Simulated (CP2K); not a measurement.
## Ti in CP2K: the effect of functional

Crystal: Ti.

```xyz
3
Lattice="4.5674 0.0000 0.0000 -2.2837 3.9555 0.0000 0.0000 0.0000 2.8262" Properties=species:S:1:pos:R:3 pbc="T T T"
Ti    2.2837    1.3185    1.4131
Ti    0.0000    2.6370    1.4131
Ti    0.0000    0.0000    0.0000
```

This isn't the form of Ti at room conditions, which is hcp.

Alike in all runs:

```yaml
Program: CP2K 2026.2
Task: atomic charges
Potentials_or_basis: POTENTIAL_UZH Ti GTH-PBE-q12; TZVP-MOLOPT-PBE-GTH basis
Density_cutoff: 9184 eV
k_mesh: 7 × 7 × 9
Occupations: fermi-dirac, width 0.05 eV
Spin: no spin polarisation
```

| functional | pressure (GPa) |
| --- | --- |
| LDA | -7.5 |
| PBEsol | -3.4 |
| rev-vdW-DF2 | -1.7 |
| HLE16 | -22.0 |
| RPBE | ? |
| TPSS | -1.3 |

Question: What does the run with functional RPBE give?

Answer: Pressure 4.0 GPa.

Caveats: the potentials were made for another functional, which shifts forces and pressure; the basis of atomic orbitals isn't converged, which shifts pressures, moduli and gaps; the potentials were made for a functional far from this one (some runs).

Runs at the PBE level aren't shown here.
